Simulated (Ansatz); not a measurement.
## Equation of state of Sr under revPBE

Symmetry: Fm-3m, No. 225, cubic system. The conventional cell has a = 6.085 Å, b = 6.085 Å, c = 6.085 Å, α = 90.00°, β = 90.00°, γ = 90.00°. Around Sr (site symmetry m-3m) lie 12 Sr at 4.30 Å.

The cell was scaled at fixed shape and fractions and run with Ansatz, Ansatz PAW, cutoff 420 eV; revPBE, k mesh 8 × 8 × 8 on the cell of 1 atom, gaussian occupations of 0.025 eV, spin-orbit coupling, no magnetisation. The potentials were made for PBE. Energies are those that the program minimises, any entropy of the smearing included. For a metal such a mesh isn't converged to the digits shown.

```csv
V (Å³/atom),energy over the lowest row (meV/atom)
52.9402,11.212
54.0666,5.557
55.1929,?
56.3193,0.121
57.4457,0.000
58.5721,1.334
59.6985,3.869
```

Problem. Fit the third-order Birch-Murnaghan form, give V0, B0 and B′, and predict the energy left open.

Solution. With y = (V0/V)^(2/3), E = E0 + (9 V0 B0/16) [(y - 1)³ B′ + (y - 1)² (6 - 4y)]. Least squares through the rows shown give V0 = 56.9836 Å³/atom, E0 = -0.122 meV, B0 = 10.91 GPa (1 eV/Å³ = 160.218 GPa) and B′ = 5.10, with a largest miss of 0.030 meV. At V = 55.1929 the form with these constants gives 1.922 meV; the run gave 1.916 meV an atom.
